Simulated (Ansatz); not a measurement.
# How well the gap of PbI2 (P-3m1) can be computed, part 2 of 3

The study climbs from cheap functionals to G0W0 on PbI2 (P-3m1) and then asks what each convergence step is worth.

Ansatz 0.2.0; density functionals, hybrids, G0W0, plane waves, PAW. Known limits of the many-body steps: not at the basis limit; no spin-orbit coupling; coarse k mesh.

So far. Step 5 (HSE06): The gap stands +0.70 eV against PBE. Step 6 (PBE0): The gap stands +1.34 eV against PBE.

In doubt: masses and optical values from hybrid runs of this build are listed as unsure (step 12), which bears on the screening that GW takes from such a start.

## (7) DDH-PBE0

Here the share of exact exchange is set once to one over ε∞ of the semilocal ground state, the screening that GW applies at long range.

This step: DFT, dielectric-dependent PBE0 (fraction 1/eps_inf of PBE), plane waves, PAW.

Input file input.yaml:

```yaml
crystal:
  lattice:
    - [4.555, 0.0, 0.0]
    - [-2.2775, 3.9447457142, 0.0]
    - [0.0, 0.0, 6.977]
  atoms:
    - { symbol: Pb, position: [0.0, 0.0, 0.0] }
    - { symbol: I, position: [0.3333333333, 0.6666666667, 0.265] }
    - { symbol: I, position: [0.6666666667, 0.3333333333, 0.735] }
  host: atoms
kpoints:
  mp_grid: { grid: [6, 6, 2] }
  band_path:
    path:
      - [0.0, 0.0, 0.0]
      - [0.5, 0.0, 0.0]
      - [0.33333333, 0.33333333, 0.0]
      - [0.0, 0.0, 0.5]
      - [0.5, 0.0, 0.5]
      - [0.33333333, 0.33333333, 0.5]
    npoints: 1
hamiltonian:
  xc:
    exchange: pbe
    correlation: pbe
    exx: { coeff: inverse_dielectric }
scf:
  occupations: { method: fixed }
  n_extra_bands: 5
output:
  eigenvalues: true
```

Launch:

```bash
ansatz run input.yaml --threads 3 --pin off --max-ram 92160MiB --backend cuda --events-out ev --progress --plain --runs-dir out --devices 1 --max-vram 13GiB  # rebuilt from the run's record
```

Numbers of over 12 decimals in the logs are rounded to 6 here.

Log:

```text
[...]
the fraction of exact exchange is that of a crystal of Pb1I2
GPUs: using 1 of 1 available (devices: 1).
[...]
a weight of exact exchange comes from the crystal, and the text's number only plans the run
Solving k-mesh 6×6×4 for the fraction of exact exchange
[...]
Fermi energy:    4.628126 eV
[...]
--- Band table (eV; the first three rows and the last of 14) ---
  k-point 0: bands = [... 20 lower, 3.4535, 3.5526, 3.5526, 3.7969, 7.9474, 8.8776, 8.8776, 11.9956, ... 1 higher]
  k-point 1: bands = [... 20 lower, 3.3064, 3.7422, 3.7422, 4.6281, 7.7060, 8.6747, 8.6747, 12.0026, ... 1 higher]
  k-point 2: bands = [... 20 lower, 2.9810, 3.7560, 3.8706, 4.3639, 8.3244, 8.7816, 9.0528, 11.9571, ... 1 higher]
  k-point 13: bands = [... 20 lower, 1.6926, 3.7243, 3.7243, 4.5244, 8.9029, 8.9029, 9.7460, 12.6528, ... 1 higher]
[key lines of the parts left out:]
Free energy (F): -26939.519436 eV
```

Run time: 47 s. Hardware: 1 × NVIDIA H100 80GB HBM3 (shared by 6 runs) with 3 threads of AMD EPYC 7R13 (Zen 3), shared host; peak memory 1.7 GiB; 72 s of CPU time.

This step gave:

| Item | Value |
| --- | --- |
| gap | 3.078 eV |
| valence top at | A |
| conduction bottom at | A |
| least direct gap | 3.078 eV |
| exact-exchange fraction | 0.1629 |

The gap stands +0.86 eV against PBE; the share of exchange is 0.163, one over an ε∞ of 6.1.

## (8) Dielectric tensor

ε∞ sets how strongly the crystal screens. Perturbation theory gives it with local fields and without a sum over empty bands.

This step: dielectric response by perturbation theory, PBE, plane waves, PAW.

Input file input.yaml:

```yaml
crystal:
  lattice:
    - [4.555, 0.0, 0.0]
    - [-2.2775, 3.9447457142, 0.0]
    - [0.0, 0.0, 6.977]
  atoms:
    - { symbol: Pb, position: [0.0, 0.0, 0.0] }
    - { symbol: I, position: [0.3333333333, 0.6666666667, 0.265] }
    - { symbol: I, position: [0.6666666667, 0.3333333333, 0.735] }
kpoints:
  mp_grid: { grid: [6, 6, 4] }
hamiltonian:
  xc: pbe
scf:
  occupations: { method: fixed }
dielectric: {}
```

Log:

```text
GPUs: using 1 of 1 available (devices: 1).
[...]
GPU FFT provider: cuFFT
GPU libraries: cuBLAS 13.8.2, cuFFT 12.4.0, cuSOLVER 12.3.4
Crystal: 3 atoms, lattice volume = 125.365 Å³
Basis set: ecut = 420 eV, 2453 PW (Γ), exchange–correlation on 64×64×96 points (8 copies of the dense FFT grid, shifted against one another)
Bands: 29, of which v1, the nominal top of the filled ones, is band 24 counted from 1 (23 counted from 0)
Symmetry: 12 space group operations
k-points: 47 of 144 (irreducible under 2 space group operations, time reversal used)
[...]
GPU buffer pool allocated for 49152 grid points (all kernels)
[...]
SCF iter   1: F=—  HF=-26934.181427 eV  |F-HF|=—  |Δ(HF+E_count)|=         —  Δρ=5.91e-4  dr2=2.71e-4  ethr=1.77e-3  ⟨swp⟩=5.0  Hψ=5359  notcnv=0  defer=125
[...]
SCF iter   9: F=-26934.181339 eV  HF=-26934.181339 eV  |F-HF|=3.64e-11  |Δ(HF+E_count)|=  1.42e-10  Δρ=1.74e-7  dr2=3.15e-11  ethr=1.00e-12  ⟨swp⟩=11.6  Hψ=6351  notcnv=0
SCF 1 converged in 9 iterations: F = -26934.181339 eV  dr2 = 3.15e-11
[...]
the response reads at least the filled bands of the reference SCF and the lowest empty band at each k-point, and that SCF's band table does not vouch for those bands. The notice of the band table in this run's record says why
[...]
Eigensolver: Dense (42 Hₖ)
[...]
SCF 1 converged in 3 iterations: F = -26934.171748 eV  dr2 = 3.20e-8
[...]
SCF converged after 9 iterations
Free energy (F): -26934.181339 eV
[...]
Internal energy: -26934.181339 eV  (E = F + TS)
E sigma→0 (E₀):  -26934.181339 eV
Fermi energy:    5.162560 eV
[...]
--- Band table (eV; the first three rows and the last of 47) ---
  k-point 0: bands = [... 20 lower, 4.1314, 4.2225, 4.2225, 4.4456, 7.6208, 8.5174, 8.5174, 11.5696, ... 1 higher]
  k-point 1: bands = [... 20 lower, 4.0422, 4.3331, 4.3331, 4.8959, 7.5014, 8.4220, 8.4220, 11.6839, ... 1 higher]
  k-point 2: bands = [... 20 lower, 3.9965, 4.4008, 4.4008, 5.1626, 7.3783, 8.3307, 8.3307, 11.5786, ... 1 higher]
  k-point 46: bands = [... 20 lower, 3.0139, 3.7651, 4.2791, 4.8552, 8.4529, 9.0744, 9.3371, 10.9181, ... 1 higher]
--- Dielectric response (ions clamped): 3 representative field directions + reference, inside a basis on a mesh of 144 k-points (Σ response iterations 18) ---
  ε∞ (high-frequency dielectric tensor):
        6.715822    -0.000000    -0.000000
       -0.000000     6.715822    -0.000000
       -0.000000    -0.000000     4.981526
  Born effective charges Z* (e; rows j = field, columns β = displacement):
    site 0:
         4.08580   -0.00000    0.00000
        -0.00000    4.08580    0.00000
         0.00000   -0.00000    1.80849
    site 1:
        -2.04290    0.00000   -0.00000
         0.00000   -2.04290   -0.00000
         0.00000    0.00000   -0.90424
    site 2:
        -2.04290    0.00000   -0.00000
         0.00000   -2.04290   -0.00000
        -0.00000    0.00000   -0.90424
  Z* charge neutrality: 7.580e-3 e pre-enforcement
  solved inside a basis spanned on kpoints, on 6×6×4 k-points, its susceptibility summed on 12×12×6: ε∞ is read to err by 2.2e-2, Z* by 2.7e-2 e (field_mesh: kpoints solves on kpoints); Z* is corrected for what the basis lacks
```

It took 38 s on 1 × NVIDIA H100 80GB HBM3 (shared by 6 runs) with 3 threads; peak memory 1.7 GiB; 87 s of CPU time.

Numbers from this step:

```
stated error of ε∞ : 0.022
```

One over ε∞ averages 0.17, under the quarter of exact exchange in PBE0, which by this rule of thumb may open the gap too far.

High-frequency dielectric tensor:

```
6.72 0.00 0.00
0.00 6.72 0.00
0.00 0.00 4.98
```

## (9) G0W0, 6×6×2 mesh, 132 empty bands, screening to 60 eV

Now the one-shot GW correction: screening in the RPA, then the self-energy of the levels asked for.

This step: G0W0 on PBE, plane waves, PAW.

input.yaml, the sections that differ from step 8:

```yaml
kpoints:
  mp_grid: { grid: [6, 6, 2] }
gw:
  n_empty_bands: 132
  ecut_chi: 60
  qp_bands: [v2, c2]
  qp_kpoints: band_edges
  screening: { model: contour_deformation }
# crystal, hamiltonian, scf: as in step 8
# dielectric: removed
```

Log:

```text
GPUs: using 1 of 1 available (devices: 1).
[...]
GPU FFT provider: cuFFT
GPU libraries: cuBLAS 13.8.2, cuFFT 12.4.0, cuSOLVER 12.3.4
Crystal: 3 atoms, lattice volume = 125.365 Å³
Basis set: ecut = 420 eV, 2453 PW (Γ)
Bands: 29, of which v1, the nominal top of the filled ones, is band 24 counted from 1 (23 counted from 0)
Symmetry: 12 space group operations
[...]
k-points: 14 of 72
[...]
1    26      8.3310    -8.3270    -3.1869   -12.0476  0.7871     8.8689     8.8646  root
[...]
13    23      4.3867   -17.4043     2.2758   -14.6073  0.7515     3.8597     3.8655  root
    13    24      5.0779   -17.3909     1.7042   -15.2883  0.7673     4.6768     4.6795  root
    13    25      8.5345    -8.0406    -3.2520   -11.8026  0.7874     9.0486     9.0445  root
    13    26      8.5345    -8.0406    -3.2520   -11.8026  0.7874     9.0486     9.0445  root
[key lines of the parts left out:]
SCF converged after 6 iterations
Free energy (F): -26934.179902 eV
Fermi energy:    5.163079 eV
```

Elapsed: 14 s, on 1 × NVIDIA H100 80GB HBM3 (shared by 6 runs) with 3 threads; peak memory 1.2 GiB.

This step gave:

```
bands summed                                 : 156
RPA ε∞ on this mesh (eigenvalues)            : 4.663, 6.285, 6.285
plane waves in the screening matrix          : 135
G0W0 gap on the mesh                         : 2.994 eV
k of the valence top                         : 0, 0, -0.5
k of the conduction bottom                   : 0, 0, -0.5
starting gap on the mesh                     : 2.215 eV
least direct G0W0 gap on the computed points : 2.994 eV
```

The gap on the mesh goes from 2.22 eV to 2.99 eV, a correction of +0.78 eV. Between the two edge states, bare exchange in place of the xc potential would open the gap by 5.46 eV, and correlation takes back 4.69 eV.

## (10) G0W0, 6×6×2 mesh, 374 empty bands, screening to 120 eV

Another rung: the empty bands reach about as high as the screening cutoff, so the two stay in balance.

input.yaml, as its differences from that of step 9:

```diff
@@ -16,4 +16,4 @@
 gw:
-  n_empty_bands: 132
-  ecut_chi: 60
+  n_empty_bands: 374
+  ecut_chi: 120
   qp_bands: [v2, c2]
```

Log:

```text
GPUs: using 1 of 1 available (devices: 1).
[...]
GPU FFT provider: cuFFT
GPU libraries: cuBLAS 13.8.2, cuFFT 12.4.0, cuSOLVER 12.3.4
Crystal: 3 atoms, lattice volume = 125.365 Å³
Basis set: ecut = 420 eV, 2453 PW (Γ)
Bands: 29, of which v1, the nominal top of the filled ones, is band 24 counted from 1 (23 counted from 0)
Symmetry: 12 space group operations
[...]
k-points: 14 of 72
[...]
1    26      8.3310    -8.3270    -3.4678   -12.0476  0.7854     8.5846     8.5837  root
[...]
13    23      4.3867   -17.4043     1.9254   -14.6073  0.7480     3.4980     3.5151  root
    13    24      5.0779   -17.3909     1.3151   -15.2883  0.7637     4.2794     4.2904  root
    13    25      8.5345    -8.0406    -3.5292   -11.8026  0.7855     8.7681     8.7673  root
    13    26      8.5345    -8.0406    -3.5292   -11.8026  0.7855     8.7681     8.7673  root
[key lines of the parts left out:]
SCF converged after 6 iterations
Free energy (F): -26934.179902 eV
Fermi energy:    5.163079 eV
```

Run time: 35 s. Hardware: 1 × NVIDIA H100 80GB HBM3 (shared by 6 runs) with 3 threads; peak memory 1.6 GiB.

Numbers from this step:

```
bands summed                                 : 398
RPA ε∞ on this mesh (eigenvalues)            : 4.657, 6.265, 6.265
plane waves in the screening matrix          : 379
G0W0 gap on the mesh                         : 3.137 eV
k of the valence top                         : 0, 0, -0.5
k of the conduction bottom                   : 0, 0, -0.5
starting gap on the mesh                     : 2.215 eV
least direct G0W0 gap on the computed points : 3.137 eV
```

Against the run with 6×6×2 mesh, 132 empty bands, screening to 60 eV, the gap moves by +0.14 eV.

## (11) G0W0, 6×6×2 mesh, 805 empty bands, screening to 200 eV

input.yaml, as its differences from that of step 10:

```diff
@@ -16,4 +16,4 @@
 gw:
-  n_empty_bands: 374
-  ecut_chi: 120
+  n_empty_bands: 805
+  ecut_chi: 200.0
   qp_bands: [v2, c2]
```

Log:

```text
GPUs: using 1 of 1 available (devices: 1).
[...]
GPU FFT provider: cuFFT
GPU libraries: cuBLAS 13.8.2, cuFFT 12.4.0, cuSOLVER 12.3.4
Crystal: 3 atoms, lattice volume = 125.365 Å³
Basis set: ecut = 420 eV, 2453 PW (Γ)
Bands: 29, of which v1, the nominal top of the filled ones, is band 24 counted from 1 (23 counted from 0)
Symmetry: 12 space group operations
[...]
k-points: 14 of 72
[...]
GPU buffer pool allocated for 49152 grid points (all kernels)
[...]
SCF iter   1: F=—  HF=-26934.180172 eV  |F-HF|=—  |Δ(HF+E_count)|=         —  Δρ=5.95e-4  dr2=2.74e-4  ethr=1.77e-3  ⟨swp⟩=5.0  Hψ=1594  notcnv=0  defer=37
[...]
SCF iter   6: F=-26934.179902 eV  HF=-26934.179902 eV  |F-HF|=7.50e-8  |Δ(HF+E_count)|=   3.35e-7  Δρ=9.52e-6  dr2=7.61e-8  ethr=2.08e-10  ⟨swp⟩=9.4  Hψ=2200  notcnv=0
SCF 1 converged in 6 iterations: F = -26934.179902 eV  dr2 = 7.61e-8
[...]
G₀W₀ screening: q 1/14
[... further progress lines ...]
SCF converged after 6 iterations
Free energy (F): -26934.179902 eV
[...]
Internal energy: -26934.179902 eV  (E = F + TS)
E sigma→0 (E₀):  -26934.179902 eV
Fermi energy:    5.163079 eV
[...]
--- Band table (eV; the first three rows and the last of 14) ---
  k-point 0: bands = [... 20 lower, 4.1318, 4.2229, 4.2229, 4.4461, 7.6211, 8.5177, 8.5177, 11.5702, ... 1 higher]
  k-point 1: bands = [... 20 lower, 3.9969, 4.4013, 4.4013, 5.1631, 7.3786, 8.3310, 8.3310, 11.5788, ... 1 higher]
  k-point 2: bands = [... 20 lower, 3.6884, 4.4149, 4.5206, 4.9283, 7.9828, 8.4197, 8.6833, 11.5457, ... 1 higher]
  k-point 13: bands = [... 20 lower, 2.4822, 4.3867, 4.3867, 5.0779, 8.5345, 8.5345, 9.3305, 12.2158, ... 1 higher]
[...]
0    23      4.2229   -17.3307     1.7932   -14.5222  0.7471     3.1837     3.2076  root
     0    24      4.4461   -17.3332     1.7312   -14.6333  0.7464     3.4558     3.4775  root
     0    25      7.6211    -7.5749    -3.4957   -11.1275  0.7940     7.6780     7.6779  root
     0    26      8.5177    -8.5380    -3.6734   -12.3743  0.7806     8.6811     8.6807  root
     1    23      4.4013   -17.4463     1.7076   -14.7289  0.7505     3.3691     3.3914  root
     1    24      5.1631   -17.2543     0.9577   -15.3454  0.7667     4.1966     4.2119  root
     1    25      7.3786    -7.4350    -3.5020   -10.9899  0.7981     7.4315     7.4315  root
     1    26      8.3310    -8.3270    -3.5672   -12.0476  0.7850     8.4847     8.4844  root
     2    23      4.5206   -17.4386     1.7200   -14.7286  0.7483     3.5086     3.5306  root
     2    24      4.9283   -17.3429     1.1865   -15.1848  0.7613     3.9392     3.9569  root
     2    25      7.9828    -7.8066    -3.5705   -11.4698  0.7907     8.0755     8.0754  root
     2    26      8.4197    -8.4638    -3.6371   -12.2207  0.7838     8.5397     8.5394  root
     3    23      4.2821   -17.3017     1.7803   -14.5078  0.7477     3.2449     3.2686  root
     3    24      4.9425   -16.9738     1.0761   -14.9402  0.7636     3.9684     3.9850  root
     3    25      8.0303    -8.2490    -3.5644   -11.8960  0.7890     8.1129     8.1128  root
     3    26      8.6617    -8.7806    -3.6592   -12.6077  0.7795     8.8300     8.8295  root
     4    23      4.4105   -17.4688     1.7365   -14.7203  0.7494     3.3756     3.3985  root
     4    24      4.8427   -17.0894     1.2294   -14.8798  0.7606     3.8441     3.8626  root
     4    25      8.0385    -7.8833    -3.5770   -11.5501  0.7905     8.1284     8.1282  root
     4    26      8.8471    -8.7283    -3.6896   -12.5937  0.7779     9.0234     9.0230  root
     6    23      4.3780   -17.4412     1.7477   -14.6782  0.7491     3.3395     3.3627  root
     6    24      4.7792   -17.1173     1.3057   -14.8228  0.7592     3.7711     3.7903  root
     6    25      8.0300    -7.7035    -3.5632   -11.3567  0.7912     8.1201     8.1200  root
     6    26      8.8615    -8.6351    -3.6598   -12.4669  0.7790     9.0339     9.0335  root
[...]
11    23      4.2655   -17.2586     1.8284   -14.4136  0.7458     3.2244     3.2489  root
    11    24      4.8183   -17.1186     1.2410   -14.8962  0.7601     3.8184     3.8370  root
    11    25      8.5285    -8.2113    -3.6388   -11.9598  0.7844     8.6384     8.6382  root
    11    26      8.8949    -8.6088    -3.7520   -12.5112  0.7780     9.0456     9.0453  root
    13    23      4.3867   -17.4043     1.7819   -14.6073  0.7476     3.3479     3.3715  root
    13    24      5.0779   -17.3909     1.1292   -15.2883  0.7630     4.0873     4.1046  root
    13    25      8.5345    -8.0406    -3.6389   -11.8026  0.7851     8.6578     8.6575  root
    13    26      8.5345    -8.0406    -3.6389   -11.8026  0.7851     8.6578     8.6575  root
```

Elapsed: 95 s, on 1 × NVIDIA H100 80GB HBM3 (shared by 6 runs) with 3 threads; peak memory 3 GiB; 2.8 min of CPU time.

This step gave:

```yaml
bands_summed: 829
rpa_eps_infinity_on_this_mesh_eigenvalues: 4.655, 6.261, 6.261
plane_waves_in_the_screening_matrix: 797
q_points_in_the_mesh: 72
g0w0_gap_on_the_mesh: 3.220 eV
k_of_the_valence_top: 0, 0, -0.5
k_of_the_conduction_bottom: 0, 0, -0.5
starting_gap_on_the_mesh: 2.215 eV
z_at_the_valence_top: 0.7667
z_at_the_conduction_bottom: 0.7981
least_direct_g0w0_gap_on_the_computed_points: 3.220 eV
```

Against the run with 6×6×2 mesh, 374 empty bands, screening to 120 eV, the gap moves by +0.08 eV.

Limits: finite bands, cutoff and mesh; no spin-orbit coupling; coarse k mesh. v1 is the top filled band, c1 the lowest empty one. The levels before and after the correction (eV, zero at the valence-band top of each column):

```
           conduction bottom  valence top
Kohn-Sham               2.22         0.00
     G0W0               3.22         0.00
```

```
                   level  occupation  energy (eV)
Kohn-Sham  (0 0 -0.5) v2           2       -0.762
Kohn-Sham  (0 0 -0.5) v1           2        0.000
Kohn-Sham  (0 0 -0.5) c1           0        2.215
Kohn-Sham  (0 0 -0.5) c2           0        3.168
     G0W0  (0 0 -0.5) v2           2       -0.820
     G0W0  (0 0 -0.5) v1           2        0.000
     G0W0  (0 0 -0.5) c1           0        3.220
     G0W0  (0 0 -0.5) c2           0        4.272
```

The parts of the quasiparticle energy at the two band edges (eV; QP = start + Σx + Σc − Vxc):

```
      run               edge  start      Σx     Σc     Vxc     Z    QP
156 bands        valence top   5.16  -17.25   1.54  -15.35  0.77  4.79
156 bands  conduction bottom   7.38   -7.43  -3.15  -10.99  0.80  7.78
398 bands        valence top   5.16  -17.25   1.15  -15.35  0.77  4.40
398 bands  conduction bottom   7.38   -7.43  -3.40  -10.99  0.80  7.54
829 bands        valence top   5.16  -17.25   0.96  -15.35  0.77  4.21
829 bands  conduction bottom   7.38   -7.43  -3.50  -10.99  0.80  7.43
```

## (12) G0W0@HSE06, 6×6×2 mesh, 374 empty bands, screening to 120 eV

The same correction from a different start measures what one shot leaves open. Bands and cutoff differ from the step before, so it is read against an earlier run that matches them.

This step: G0W0 on HSE06, plane waves, PAW.

input.yaml, as its differences from that of step 11:

```diff
@@ -12,3 +12,3 @@
 hamiltonian:
-  xc: pbe
+  xc: hse06
 scf:
@@ -16,4 +16,4 @@
 gw:
-  n_empty_bands: 805
-  ecut_chi: 200.0
+  n_empty_bands: 374
+  ecut_chi: 120
   qp_bands: [v2, c2]
```

Log:

```text
GPUs: using 1 of 1 available (devices: 1).
[...]
GPU FFT provider: cuFFT
GPU libraries: cuBLAS 13.8.2, cuFFT 12.4.0, cuSOLVER 12.3.4
Crystal: 3 atoms, lattice volume = 125.365 Å³
Basis set: ecut = 420 eV, 2453 PW (Γ)
Bands: 29, of which v1, the nominal top of the filled ones, is band 24 counted from 1 (23 counted from 0)
Symmetry: 12 space group operations
[...]
k-points: 14 of 72
[...]
1    25      7.5830    -7.1901    -3.3252   -10.6017  0.8205     7.6694     7.6693  root
     1    26      8.5390    -8.0675    -3.3566   -11.5973  0.8098     8.7126     8.7122  root
[...]
13    23      3.7201   -17.4195     1.7029   -15.2518  0.7767     3.2519     3.2554  root
    13    24      4.5648   -17.4185     1.1274   -15.8208  0.7915     4.0917     4.0945  root
    13    25      8.7711    -7.7852    -3.4158   -11.3513  0.8098     8.9216     8.9213  root
    13    26      8.7711    -7.7852    -3.4158   -11.3513  0.8098     8.9216     8.9213  root
[key lines of the parts left out:]
Free energy (F): -26947.231812 eV
Fermi energy:    4.665567 eV
```

It took 60 s on 1 × NVIDIA H100 80GB HBM3 (shared by 6 runs) with 3 threads; peak memory 2.1 GiB; 85 s of CPU time.

Numbers from this step:

```
bands summed                                 : 398
RPA ε∞ on this mesh (eigenvalues)            : 4.003, 5.117, 5.117
plane waves in the screening matrix          : 379
G0W0 gap on the mesh                         : 3.462 eV
k of the valence top                         : 0, 0, -0.5
k of the conduction bottom                   : 0, 0, -0.5
starting gap on the mesh                     : 2.917 eV
least direct G0W0 gap on the computed points : 3.462 eV
```

Against the run with 6×6×2 mesh, 374 empty bands, screening to 120 eV on PBE, the gap moves by +0.32 eV, while the start moved by +0.70 eV.

[end of part 2 of 3]

[Paths, hosts, dates, memory and timing lines, banners, echoed tables and standing remarks are left out of the program output.]

[Logs are printed without paths, hosts, clocks, repeated set-up lines and the standing remarks that a program may print on its own settings, such as how far it seeks lower states.]

[Runs of the session that timed out or met a known fault of the program may be left out.]

[Cells called generated may have been cut or substituted from an entry of the Crystallography Open Database or the Materials Project.]

[Hosts, paths, dates, database ids (printed as entryN), source tags and the programs' standing remarks are cut or masked in the printed files.]
